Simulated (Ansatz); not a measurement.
## Crystal structures of ruthenium under BLYP

The calculation used Ansatz 0.2.0, DFT, BLYP, plane waves (420 eV) with PAW, scalar-relativistic. The PAW files were generated under PBE, with cores re-solved for the functional.

Each structure is relaxed within its own symmetry, so a high-lying one may be dynamically unstable.

| structure | ΔE (meV/atom) | V (Å³/atom) | cell | magnetic state |
| --- | --- | --- | --- | --- |
| hcp | 0 | 14.43 | a = 2.768 Å, c = 4.348 Å (c/a = 1.571) | spin not included |
| dhcp | 76 | 14.49 | a = 2.754 Å, c = 8.830 Å (c/a = 3.207) | spin not included |
| fcc | 105 | 14.51 | a = 3.872 Å | spin not included |
| omega (AlB2-type) | 223 | 14.80 | a = 4.332 Å, c = 2.733 Å (c/a = 0.631) | spin not included |
| A15 | 354 | 14.92 | a = 4.923 Å | spin not included |
| bcc | 584 | 14.96 | a = 3.105 Å | spin not included |
| diamond | 731 | 21.23 | a = 5.538 Å | spin not included |
| simple cubic | 880 | 16.66 | a = 2.554 Å | spin not included |

ΔE counts from hcp.

Differences under about 8 meV lie within the error of the k-point mesh.
